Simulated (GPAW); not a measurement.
Input of a GPAW 26.7.0 run:

Contents of run.py:

```python
from ase import Atoms
from ase.dft.bandgap import bandgap
from ase.io import write
from gpaw import GPAW, PW

atoms = Atoms(['Te', 'Te', 'Te', 'Te', 'Mo', 'Mo'],
              cell=[[3.5182, 0.0, 0.0],
                    [-1.7591, 3.0468505756, 0.0],
                    [0.0, 0.0, 13.9736]],
              scaled_positions=[[0.6666666667, 0.3333333333, 0.379],
                                [0.3333333333, 0.6666666667, 0.879],
                                [0.6666666667, 0.3333333333, 0.121],
                                [0.3333333333, 0.6666666667, 0.621],
                                [0.6666666667, 0.3333333333, 0.75],
                                [0.3333333333, 0.6666666667, 0.25]],
              pbc=True)

calc = GPAW(mode=PW(600),
            xc='TB09',
            kpts={'size': (6, 6, 2), 'gamma': True},
            occupations={'name': 'fermi-dirac', 'width': 0.05},
            nbands=46,
            convergence={'density': 1e-05, 'energy': 1e-05},
            eigensolver='cg',
            maxiter=150,
            txt='gpaw.txt')
atoms.calc = calc
energy = atoms.get_potential_energy()
calc.write('gs.gpw')
write('result.traj', atoms)
print('Fermi level:', round(calc.get_fermi_level(), 4), 'eV')
print(f'Gap: {bandgap(calc)[0]:.4f} eV, direct: {bandgap(calc, direct=True)[0]:.4f} eV')
```

Potentials or basis: GPAW PAW data sets for LDA (gpaw-data 1.2.1), pw.

Command:

```sh
$ OMP_NUM_THREADS=1 python run.py
```

Problem. What does it give for the band gap on the k mesh?

Solution. 0.92 eV, indirect (least direct gap 1.07 eV).

Caveat: a model potential gives levels but no total energy; spin-orbit coupling is left out, which moves the levels of the heavy elements.

**The experiment to reproduce.**

From “Broadband infrared study of pressure-tunable Fano resonance and metallization transition in 2H-MoTe2”, 2022, pmc:9569381, for a bulk crystal of Te2Mo at 300 K: band gap 0.88 ± 0.05 eV (indirect).

Measured gap of Te2Mo: 0.88 eV (indirect; 300 K; quoted in “Broadband infrared study of pressure-tunable Fano resonance and metallization transition in 2H-MoTe2”, 2022, pmc:9569381). This calculation gives 0.92 eV (+0.04 eV). Spin-orbit coupling on Mo, Te is left out. The value is that of TB-mBJ on a finite k mesh, which can miss the band edges, without temperature or zero-point motion.
